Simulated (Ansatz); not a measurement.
The system is Zn.

```
CELL_PARAMETERS angstrom
-1.56904 1.56904 1.56904
1.56904 -1.56904 1.56904
1.56904 1.56904 -1.56904
ATOMIC_POSITIONS crystal
Zn 0.00000 0.00000 0.00000
```

This isn't the form of Zn at room conditions, which is hcp.

Base run:

```yaml
Program: Ansatz 0.2.0
Functional: BLYP
Potentials_or_basis: Ansatz PAW
Cutoff: 420 eV
Density_cutoff: 1680 eV
k_mesh: 12 × 12 × 12
Occupations: fermi-dirac, width 0.05 eV
Spin: no spin polarisation
```

Its results: band gap on the k mesh none (metal or under the smearing width); pressure 6.0 GPa.

Q: The run is repeated on the same cell with these changes: functional from BLYP to r2SCAN; cutoff from 420 eV to 500 eV; density cutoff from 1680 eV to 2000 eV. What comes out?

A: Band gap on the k mesh none (metal or under the smearing width); pressure -5.1 GPa.

Caveats: the PAW data sets come from PBE, with cores solved anew for the run's functional, which leaves a small shift of forces and pressure; the potentials were made for another functional, which shifts forces and pressure (some runs).

Not every run made on this cell is shown here.
